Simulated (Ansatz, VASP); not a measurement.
# C (graphene, 1 layer): VASP beside Ansatz

Aim: how closely do two programs agree when they are given the same cell, functional and k mesh? The structure shown is the end of the Ansatz relaxation below.

Main program and level: Ansatz 0.2.0; plane waves, with VASP 6.6.1 beside it; single point at PBE.

## 1. The structure

The cell holds 2 atoms: 2 C. Cell: a = 2.467 Å, b = 2.467 Å, c = 15.000 Å, α = 90.0°, β = 90.0°, γ = 120.0°. Vacuum lies along c.

## 2. Ansatz: relaxation, PBE

Ansatz runs on its default PAW (the set named soft_2) files.

This run makes the geometry at which the two programs are then compared.

The input, input.yaml:

```yaml
crystal:
  lattice:
    - [2.467, 0.0, 0.0]
    - [-1.2335, 2.1364846711, 0.0]
    - [0.0, 0.0, 15.0]
  atoms:
    - { symbol: C, position: [0.6666666667, 0.3333333333, 0.5] }
    - { symbol: C, position: [0.3333333333, 0.6666666667, 0.5] }
kpoints:
  mp_grid: { grid: [12, 12, 1] }
hamiltonian:
  xc: pbe
scf:
  occupations: { method: fermi_dirac, width: 0.05 }
  convergence: { dr2_threshold: 1.0e-08 }
efield:
  axis: 3
  dipole_correction: true
  ramp_position: 0.97
  ramp_width: 0.04
relax:
  f_tol: 0.01
  cell: { fix: [c, alpha, beta] }
output:
  write_potential: true
  write_density: true
  volumetric_format: npy
```

On the command line:

```
$ ansatz run input.yaml --threads 2 --pin off --max-ram 4096MiB --backend cpu --events-out ev --progress --plain --runs-dir out
```

Numbers of over 12 decimals in the logs are rounded to 6 here.

The program printed:

```text
Warning: relax.cell: scf.convergence.dr2_threshold = 1e-8 eV is looser than the 2e-10 eV advised for a relaxation that steers and ends on the stress (1e-10 eV for each atom of the cell: 2). What an SCF threshold leaves in a stress goes as its square root, and in the free energy as the threshold itself, and one threshold admits the most on a small cell: [figures from the program's tests cut] Set scf.convergence.dr2_threshold to 2e-10 eV or tighter. The threshold is an SCF's pass mark: one that does not reach it within its budget of iterations ends unconverged, or closes short of it on a stop that the run arms, and scf.convergence.dr2_threshold's page says what that costs each kind of run
Engine: ansatz 0.2.0, aarch64-unknown-linux-gnu
Pseudopotentials: kind: paw
Pseudopotential: C, paw, valence charge 4, recommended cutoff 420 eV (normal), C.paw.azcp
Functional definition: PBE
  parameter kappa = 0.804
  parameter beta = 0.066725
  exchange = pbe_x(kappa = kappa, mu = beta*pi^2/3)
  correlation = pbe_c(beta = beta)
Crystal: 2 atoms, lattice volume = 79.061 Å³
Basis set: ecut = 420 eV, 1485 PW (Γ), exchange–correlation on 36×36×216 points (8 copies of the dense FFT grid, shifted against one another)
Bands: 8, of which v1, the nominal top of the filled ones, is band 4 counted from 1 (3 counted from 0)
Symmetry: 12 space group operations
k-points: 19 of 144
Non-local potential: C, projectors of the file, l = 0: 2, l = 1: 2, l = 2: 1
PAW form: soft (Blöchl's): semilocal exchange-correlation on the pseudo side does not see the compensation charge
PAW one-centre angular grid: C, 110 points (default); XC on 64 Gauss nodes
Initial density: superposition of atomic densities (neutral atoms: chi_scale 0, normalization atom), corrected by the library's trained network
Initial wavefunctions: pseudopotential atomic-orbital guess
Functional: x = pbe(κ = 0.804, μ = 0.219515), c = pbe(β = 0.066725)
SCF iter   1: F=—  HF=-501.879913 eV  |F-HF|=—  |Δ(HF+E_count)|=         —  Δρ=1.99e-3  dr2=2.78e-3  ethr=1.77e-3  p=0.000 e·Å  D=2.37e-4 V/Å  ΔV_dip=-0.00 eV  dr2_dipole=2.49e-8  V_vac-E_F(+/−)=4.35/4.36 eV  ⟨swp⟩=5.6  Hψ=1158  notcnv=0
efield: sawtooth ramp at fractional position 0.9700 (set: `efield.ramp_position`, or a place that a band, a saddle search or an elastic batch's reference lends), width 0.0400; the density the first Hamiltonian is built on has a dipole p = 0.000 e·Å; the dipole correction subtracts the counter field D = 2.37e-4 V/Å, which shifts the + side's vacuum level by -0.00 eV against the − side's; the planar-averaged density in the ramp window peaks in size at 5.2e-5 e/Å³
preconditioner: auto → LDOS  [metal: Δε(μ)=0.000 eV  Ē_g=16.339 eV  σ=0.050 eV  W_gap=0.00  n_scr=8 (ndim 8)  ℏωp=11.8 eV  f_vac=0.732  D(μ)=0.28/eV (n_scr^D=2)  β→1.0]
SCF iter   2: F=—  HF=-501.879868 eV  |F-HF|=—  |Δ(HF+E_count)|=   4.49e-5  Δρ=4.05e-4  dr2=9.70e-5  ethr=3.47e-5  p=-0.000 e·Å  D=-3.31e-5 V/Å  ΔV_dip=0.00 eV  dr2_dipole=3.37e-9  V_vac-E_F(+/−)=4.23/4.23 eV  ⟨swp⟩=3.5  Hψ=505  notcnv=0
SCF iter   3: F=—  HF=-501.879928 eV  |F-HF|=—  |Δ(HF+E_count)|=   5.96e-5  Δρ=5.59e-5  dr2=1.86e-6  ethr=1.21e-6  p=0.000 e·Å  D=1.72e-5 V/Å  ΔV_dip=-0.00 eV  dr2_dipole=7.67e-10  V_vac-E_F(+/−)=4.25/4.25 eV  ⟨swp⟩=2.1  Hψ=305  notcnv=0
SCF iter   4: F=—  HF=-501.879931 eV  |F-HF|=—  |Δ(HF+E_count)|=   3.17e-6  Δρ=5.11e-6  dr2=1.15e-8  ethr=2.32e-8  p=-0.000 e·Å  D=-8.77e-6 V/Å  ΔV_dip=0.00 eV  dr2_dipole=3.25e-10  V_vac-E_F(+/−)=4.25/4.25 eV  ⟨swp⟩=2.3  Hψ=295  notcnv=0
iter 5 did not close the SCF: its close was put off for the readings that it lacked (scf_convergence_deferred on its scf_iter line)
SCF iter   5: F=-501.879931 eV  HF=-501.879931 eV  |F-HF|=8.89e-9  |Δ(HF+E_count)|=   1.37e-7  Δρ=1.11e-6  dr2=1.11e-9  ethr=1.44e-10  p=0.000 e·Å  D=6.56e-6 V/Å  ΔV_dip=-0.00 eV  dr2_dipole=1.15e-10  V_vac-E_F(+/−)=4.25/4.25 eV  ⟨swp⟩=2.6  Hψ=252  notcnv=0
SCF iter   6: F=-501.879931 eV  HF=-501.879931 eV  |F-HF|=8.46e-10  |Δ(HF+E_count)|=   8.56e-9  Δρ=3.42e-7  dr2=1.68e-10  ethr=1.38e-11  p=-0.000 e·Å  D=-1.78e-6 V/Å  ΔV_dip=0.00 eV  dr2_dipole=2.08e-11  V_vac-E_F(+/−)=4.25/4.25 eV  ⟨swp⟩=5.9  Hψ=784  notcnv=0
SCF 1 converged in 6 iterations: F = -501.879931 eV  dr2 = 1.68e-10
  greatest PAW one-centre occupation: 0.672 electrons in one spin orbital (limit 2), on the C atom at site 1 (counted from 0), in its partial waves of l = 0
relax step   1: F+E_penalty+E_count = -501.87993137 eV  Δ(F+E_penalty+E_count) = +0.000e0 eV  max|allowed force component| = 2.961e-16 eV/Å  Δτ_max = 0.0000 Å  P = -0.026 GPa  Ω = 79.061 Å³  fix = [c, alpha, beta]  reactions: c +0.005 GPa  (6 SCF iters, accepted)
Initial density: handed on by an earlier stage of this run
Initial wavefunctions: pseudopotential atomic-orbital guess (no wavefunctions were taken with the density)
iter 1 solved again at ethr=1.18e-7 eV; its pass at ethr=3.10e-3 eV (dr2=9.45e-6 eV) is discarded
SCF iter   1: F=—  HF=-501.879923 eV  |F-HF|=—  |Δ(HF+E_count)|=         —  Δρ=3.98e-7  dr2=1.71e-10  ethr=1.18e-7  p=-0.000 e·Å  D=-1.78e-6 V/Å  ΔV_dip=0.00 eV  dr2_dipole=2.10e-11  V_vac-E_F(+/−)=4.25/4.25 eV  ⟨swp⟩=3.2  Hψ=1650  notcnv=0
efield: sawtooth ramp at fractional position 0.9700 (set: `efield.ramp_position`, or a place that a band, a saddle search or an elastic batch's reference lends), width 0.0400; the density the first Hamiltonian is built on has a dipole p = -0.000 e·Å; the dipole correction subtracts the counter field D = -1.78e-6 V/Å, which shifts the + side's vacuum level by +0.00 eV against the − side's; the planar-averaged density in the ramp window peaks in size at 7.4e-8 e/Å³
eigensolver tolerance schedule: the retry pair's looser diagonalisation over-reported the residual by 55177.18 of it (diagonalisation noise at an unbounded share of the residual, at the tolerance the schedule requests for it); recorded, not acted on — ethr = c·dr2/N_el stays at c = 1.0e-1
preconditioner: auto → LDOS  [metal: Δε(μ)=0.000 eV  Ē_g=16.291 eV  σ=0.050 eV  W_gap=0.00  n_scr=8 (ndim 8)  ℏωp=11.8 eV  f_vac=0.736  D(μ)=0.28/eV (n_scr^D=2)  β→1.0]
SCF iter   2: F=-501.879931 eV  HF=-501.879931 eV  |F-HF|=3.75e-10  |Δ(HF+E_count)|=   8.01e-6  Δρ=3.39e-7  dr2=1.12e-10  ethr=2.14e-12  p=0.000 e·Å  D=2.64e-6 V/Å  ΔV_dip=-0.00 eV  dr2_dipole=1.28e-11  V_vac-E_F(+/−)=4.25/4.25 eV  ⟨swp⟩=12.2  Hψ=1164  notcnv=0
SCF 2 converged in 2 iterations: F = -501.879931 eV  dr2 = 1.12e-10
relax step   2: F+E_penalty+E_count = -501.87993137 eV  Δ(F+E_penalty+E_count) = -4.127e-11 eV  max|allowed force component| = 2.961e-16 eV/Å  Δτ_max = 0.0000 Å  P = -0.026 GPa  Ω = 79.061 Å³  fix = [c, alpha, beta]  reactions: c +0.005 GPa  stress off target by 4.21e-2 GPa on what of the cell is left free  SCF on the basis re-selected at this cell (its energy is not comparable with the rows above)  (2 SCF iters)
basis re-selected at this cell: Δ(F+E_penalty+E_count) = -4.127e-11 eV, ΔP = -0.000 GPa vs the last step (what re-selecting the basis moved, of the pressure what is left beyond the Pulay correction that the steps carried, after the strain that the cell walked since its last selection, with what the two solves' SCF thresholds leave and, on support functions, any second-order correction that the steps lacked; it is no  [...]
WARN: The input density's exchange-correlation potential varies sharply where the density is thin. Do not read a vacuum level from v_tot or v_xc, or from such a field of the output density. On a cell that repeats whose density bears no net charge and no dipole along the vacuum's axis use v_es (v_loc + v_h of the components); under efield.dipole_correction with no amplitude use v_es + v_field, which holds any external [...]
SCF converged after 2 iterations
Free energy (F): -501.879931 eV
Harris-Foulkes:  -501.879931 eV  (|F-HF|=3.75e-10)
Internal energy: -501.878006 eV  (E = F + TS)
E sigma→0 (E₀):  -501.878969 eV
Entropy (-TS):   -0.001925 eV (-0.963 meV/atom)
Fermi energy:    -1.731861 eV
Dipole field:    D = -0.000005 V/Å  (p = -0.000002 e·Å, saw-weighted, corrected)
Work function:   Φ+ = 4.2480 eV   Φ− = 4.2479 eV
Levels:          The Fermi level and band energies are counted from a zero that moves with the ramp; work functions are not
--- Per-component energies (eV) ---
  E_band       = -87.013903
  E_kinetic    = 181.572674
  E_local      = -2367.503017  (includes V_loc(G=0)·N_el)
  E_nonlocal   = 54.559204
  E_hartree    = 1088.333341
  E_xc         = -95.903923
  E_vxc        = -118.719340  (∫ρ·V_xc dr)
  E_paw        = -198.673921  (= ΣΔE_a)
  E_vpaw       = -13.590031  (= ΣTr[D̂ρ^β])
  E_aug_tail   = 0.000015  (compensation charges beyond the density's cutoff)
  E_efield     = 0.000000  (sawtooth field / dipole correction)
  E_vefield    = 0.000006  (∫n·V_field dr)
  E_ewald      = 835.737621
  E_smearing   = -0.001925  (= −TS)
  E_closure    = -0.000000  (closes the sum)
  Σ components = -501.879931   (vs F -501.879931, Δ=0.00e0)
--- Forces (eV/Å), atoms counted from 1 ---
  atom   1  C     -0.00000000     0.00000000     0.00001337
  atom   2  C      0.00000000    -0.00000000     0.00001337
  max |Σ_I F_I| component: 2.67e-5 eV/Å
--- Stress (GPa, compression-positive) ---
       -0.042106       0.000000       0.000000
        0.000000      -0.042106       0.000000
       -0.000000       0.000000       0.005307
  P = ⅓ Tr σ = -0.0263 GPa (-0.263 kbar)
--- Band table (eV; the first three rows and the last of 19) ---
  k-point 0: bands = ["-21.2451", "-9.3448", "-4.7807", "-4.7807", "1.5179", "2.4145", "2.9573", "4.8144"]
  k-point 1: bands = ["-21.0814", "-9.1490", "-5.4324", "-5.1192", "1.7405", "2.6390", "3.1840", "5.0374"]
  k-point 2: bands = ["-20.5920", "-8.5667", "-7.0703", "-5.9121", "2.4085", "3.3110", "3.8640", "5.7032"]
  k-point 18: bands = ["-14.3343", "-14.3343", "-12.2923", "-1.7319", "-1.7319", "8.8805", "11.1309", "11.1309"]
--- Relaxed structure (1 steps of the walk, 1 accepted, 1 SCFs on fresh bases) ---
  F+E_penalty+E_count = -501.87993137 eV   max|allowed force component| = 2.961e-16 eV/Å   (the final SCF, on the basis selected at the relaxed cell)
  cell:  # Å, volume = 79.0606 Å³
    - [2.467000, 0.0, 0.0]
    - [-1.233500, 2.136485, 0.0]
    - [0.0, 0.0, 15.0]
  atoms:
    - { symbol: C, position: [0.666667, 0.333333, 0.5] }
    - { symbol: C, position: [0.333333, 0.666667, 0.5] }
```

## 3. VASP: single point, PBE

The same cell, functional, mesh and smearing now go to VASP, with its own data sets.

Lines of VASP's logs that name or quote its potential files are left out, and so is its time.

The input, INCAR:

```
SYSTEM = C
PREC = Accurate
ENCUT = 600
EDIFF = 1E-06
NELM = 120
ISMEAR = -1
SIGMA = 0.05
LREAL = .FALSE.
ALGO = Normal
GGA = PE
NBANDS = 10
LORBIT = 11
LWAVE = .FALSE.
LCHARG = .FALSE.
ISIF = 2
LDIPOL = .TRUE.
IDIPOL = 3
DIPOL = 0.5 0.5 0.5
LVHAR = .TRUE.
LASPH = .TRUE.
GGA_COMPAT = .FALSE.
NELMDL = -8
```

The input, POSCAR:

```
C
1.0
    2.4670000000      0.0000000000      0.0000000000
   -1.2335000000      2.1364846711      0.0000000000
    0.0000000000      0.0000000000     15.0000000000
C
2
Direct
    0.6666666667      0.3333333333      0.5000000000
    0.3333333333      0.6666666667      0.5000000000
```

The input, KPOINTS:

```
Automatic mesh
0
Gamma
12 12 1
0 0 0
```

PAW data sets: C (PBE family, release 64).

On the command line:

```
$ mpirun -np 1 vasp_std
```

The program printed:

```text
[banner, memory and clock lines left out]
running    1 mpi-ranks, on    1 nodes
 distrk:  each k-point on    1 cores,    1 groups
 distr:  one band on    1 cores,    1 groups

 POSCAR found type information on POSCAR C
 POSCAR found :  1 types and       2 ions
 LDA part: xc-table for (Slater+PW92), standard interpolation
 POSCAR, INCAR and KPOINTS ok, starting setup
 FFT: planning ... GRIDC
 FFT: planning ... GRID_SOFT
 FFT: planning ... GRID
 WAVECAR not read
 entering main loop
       N       E                     dE             d eps       ncg     rms          rms(c)
DAV:   1     0.537778904849E+02    0.53778E+02   -0.35998E+03   380   0.666E+02
DAV:   2    -0.146068056692E+02   -0.68385E+02   -0.60905E+02   532   0.137E+02
DAV:   3    -0.196660531376E+02   -0.50592E+01   -0.50503E+01   516   0.451E+01
DAV:   4    -0.197174408863E+02   -0.51388E-01   -0.51367E-01   604   0.508E+00
DAV:   5    -0.197177254816E+02   -0.28460E-03   -0.28458E-03   550   0.289E-01
DAV:   6    -0.197177264458E+02   -0.96421E-06   -0.96441E-06   590   0.157E-02
DAV:   7    -0.197177264596E+02   -0.13797E-07   -0.14367E-07   562   0.150E-03
DAV:   8    -0.197177264606E+02   -0.10443E-08   -0.38584E-10   502   0.827E-05    0.628E+00
DAV:   9    -0.188095383445E+02    0.90819E+00   -0.81543E-01   436   0.542E+00    0.369E+00
DAV:  10    -0.184593056220E+02    0.35023E+00   -0.11051E+00   516   0.621E+00    0.961E-01
DAV:  11    -0.184528499764E+02    0.64556E-02   -0.23183E-02   528   0.977E-01    0.110E-01
DAV:  12    -0.184520175673E+02    0.83241E-03   -0.48855E-04   506   0.133E-01    0.780E-02
DAV:  13    -0.184497824525E+02    0.22351E-02   -0.34746E-03   456   0.245E-01    0.521E-02
DAV:  14    -0.184500521668E+02   -0.26971E-03   -0.18963E-04   418   0.664E-02    0.680E-02
DAV:  15    -0.184502225287E+02   -0.17036E-03   -0.25405E-05   454   0.379E-02    0.217E-02
DAV:  16    -0.184509318614E+02   -0.70933E-03   -0.15878E-04   440   0.461E-02    0.130E-02
DAV:  17    -0.184510059358E+02   -0.74074E-04   -0.54067E-06   468   0.105E-02    0.838E-03
DAV:  18    -0.184511217041E+02   -0.11577E-03   -0.10680E-05   424   0.118E-02    0.230E-03
DAV:  19    -0.184511262247E+02   -0.45206E-05   -0.19886E-07   462   0.274E-03    0.123E-03
DAV:  20    -0.184511299572E+02   -0.37325E-05   -0.10467E-07   402   0.152E-03    0.131E-04
DAV:  21    -0.184511301080E+02   -0.15084E-06   -0.21783E-09   476   0.243E-04
   1 F= -.18451130E+02 E0= -.18450167E+02  d E =-.192541E-02
```

From OUTCAR (step 3):

```text
ion  position               nearest neighbor table
   1  0.667  0.333  0.500-   2 1.42   2 1.42   2 1.42
   2  0.333  0.667  0.500-   1 1.42   1 1.42   1 1.42

  LATTYP: Found a hexagonal cell.
 ALAT       =     2.4670000000
 C/A-ratio  =     6.0802594244

 Subroutine GETGRP returns: Found 24 space group operations
 (whereof 24 operations were pure point group operations)

The static configuration has the point symmetry D_6h.

 Found     19 irreducible k-points:

   k-points           NKPTS =     19   k-points in BZ     NKDIM =     19   number of bands    NBANDS=     10

   dimension x,y,z NGX =    20 NGY =   20 NGZ =  120
   dimension x,y,z NGXF=    40 NGYF=   40 NGZF=  240

   ENCUT  =  600.0 eV  44.10 Ry    6.64 a.u.   4.93  4.93 29.96*2*pi/ulx,y,z

   NELECT =       8.0000    total number of electrons

 k-points in reciprocal lattice and weights: Automatic mesh
   0.00000000  0.00000000  0.00000000       0.007
   0.08333333 -0.00000000  0.00000000       0.042
   0.16666667 -0.00000000  0.00000000       0.042
   0.25000000  0.00000000  0.00000000       0.042
   0.33333333  0.00000000  0.00000000       0.042
   0.41666667 -0.00000000  0.00000000       0.042
   0.50000000  0.00000000  0.00000000       0.021
   0.08333333  0.08333333  0.00000000       0.042
   0.16666667  0.08333333  0.00000000       0.083
[...]
0.33333333  0.25000000  0.00000000       0.083
   0.33333333  0.33333333  0.00000000       0.014

 dipolmoment           0.000000      0.000000      0.000000 electrons x Angstroem

 average (electrostatic) potential at core
       1 -57.6988       2 -57.6988

 E-fermi :  -2.2473

 k-point     1 :       0.0000    0.0000    0.0000
  band No.  band energies     occupation
      1     -21.7601      2.00000
      2      -9.8563      2.00000
      3      -5.2944      2.00000
      4      -5.2944      2.00000
      5       1.0081      0.00000
      6       1.9133      0.00000
      7       2.4570      0.00000
      8       4.3407      0.00000
      9       5.1042      0.00000
    ...

 k-point     2 :       0.0833   -0.0000    0.0000
  band No.  band energies     occupation
      1     -21.5961      2.00000
      2      -9.6607      2.00000
      3      -5.9451      2.00000
      4      -5.6323      2.00000
      5       1.2307      0.00000
      6       2.1378      0.00000
      7       2.6838      0.00000
      8       4.5637      0.00000
      9       5.3208      0.00000
    ...

 k-point     3 :       0.1667   -0.0000    0.0000
  band No.  band energies     occupation
      1     -21.1062      2.00000
      2      -9.0791      2.00000
      3      -7.5827      2.00000
      4      -6.4234      2.00000
      5       1.8986      0.00000
      6       2.8096      0.00000
      7       3.3641      0.00000
      8       5.2295      0.00000
      9       5.8997      0.00000
    ...

  Total       -0.0017852     -0.0017852     -0.0375112      0.0000000      0.0000000      0.0000000
  in kB       -0.0361778     -0.0361778     -0.7601711      0.0000000      0.0000000      0.0000000
  external PRESSURE =      -0.2775089 kB  Pullay stress =       0.0000000 kB

  energy-cutoff  :      600.00
  volume of cell :       79.06
      direct lattice vectors                 reciprocal lattice vectors
     2.467000000  0.000000000  0.000000000     0.405350628  0.234029294  0.000000000
    -1.233500000  2.136484671  0.000000000     0.000000000  0.468058589  0.000000000
     0.000000000  0.000000000 15.000000000     0.000000000  0.000000000  0.066666667

 POSITION                                       TOTAL-FORCE (eV/Angst)
 -----------------------------------------------------------------------------------
      1.23350      0.71216      7.50000         0.000000      0.000000      0.000000
     -0.00000      1.42432      7.50000        -0.000000      0.000000     -0.000000
 -----------------------------------------------------------------------------------
    total drift:                               -0.000000      0.000000     -0.000000

  FREE ENERGIE OF THE ION-ELECTRON SYSTEM (eV)
  ---------------------------------------------------
  free  energy   TOTEN  =       -18.4511301080 eV

  energy  without entropy=      -18.4492046992  energy(sigma->0) =      -18.45016740

 vacuum level on the upper side and lower side of the slab         2.002         2.002

 total charge
# of ion       s       p       d       tot
------------------------------------------
    1        0.861   1.786   0.000   2.647
    2        0.861   1.786   0.000   2.647
--------------------------------------------------
tot          1.722   3.573   0.000   5.294

[... 3 further parts left out ...]
```

## 4. Comparison

Known differences besides the potentials themselves: the cutoff is 420 eV in Ansatz and 600 eV in VASP; Ansatz's pressure holds a Pulay correction, VASP's none. Total energies have different zeros and are not compared.

The two programs side by side:

```csv
quantity,Ansatz,VASP,difference
pressure (GPa),-0.03,-0.03,0.00
"work function, lower of the two faces (eV)",4.25,4.25,0.00
"work function, higher of the two faces (eV)",4.25,4.25,0.00
```

With vacuum in the cell, a pressure given here is an average over mostly empty space and none of the material.

## 5. What came out

| Quantity | Value |
| --- | --- |
| difference in work function, lower of the two faces (single point, PBE) | -0.0014 eV |

The difference in work function, lower of the two faces is -0.0014 eV (single point, PBE). How closely two codes agree says nothing of how well the functional describes the real material.

[Lines on the potential files, build, host, timing and source positions are cut from VASP's logs without a mark.]

[Logs are printed without paths, hosts, clocks, repeated set-up lines and the standing remarks that a program may print on its own settings, such as how far it seeks lower states.]

[Hosts, paths, dates, database ids (printed as entryN), source tags and the programs' standing remarks are cut or masked in the printed files.]
